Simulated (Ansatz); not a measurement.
Tetradymite Sb2Te3 was calculated with LDA in Ansatz (plane waves, PAW).

Run with plane-wave cutoff 500 eV, 12×12×12 k mesh, Fermi–Dirac smearing 0.05 eV, scalar-relativistic PAW data made under PBE.

Cell (relaxed at this level):

Space group R-3m, hexagonal axes (No. 166); a = b = 4.2487 Å, c = 29.4709 Å, α = β = 90.00°, γ = 120.00°

| atom | site | symmetry | x | y | z |
|---|---|---|---|---|---|
| Sb | 6c | 3m | 0.0000 | 0.0000 | 0.3992 |
| Te | 3a | -3m | 0.0000 | 0.0000 | 0.0000 |
| Te | 6c | 3m | 0.0000 | 0.0000 | 0.2098 |
(The calculation used a cell of 5 atoms; values per cell refer to that cell.)

Estimate the band gap that the calculation returns.


- band gap: 0.16 eV (on the SCF k mesh)

Measured, for comparison: band gap 0.3 eV (temperature not stated, no zero-point or thermal correction, compiled measured gap; kind and temperature not stated, our sources range from 0.17 to 0.30; as tabulated in Kothakonda et al. (2022), arXiv:2208.02841).

Spin–orbit coupling is not included; with these elements it can move the gap by several tenths of an eV or more.

Static lattice: no zero-point or thermal effects.

Cost on a shared machine: around 5 core-minutes (rough).

Ansatz is a program for electronic structure.
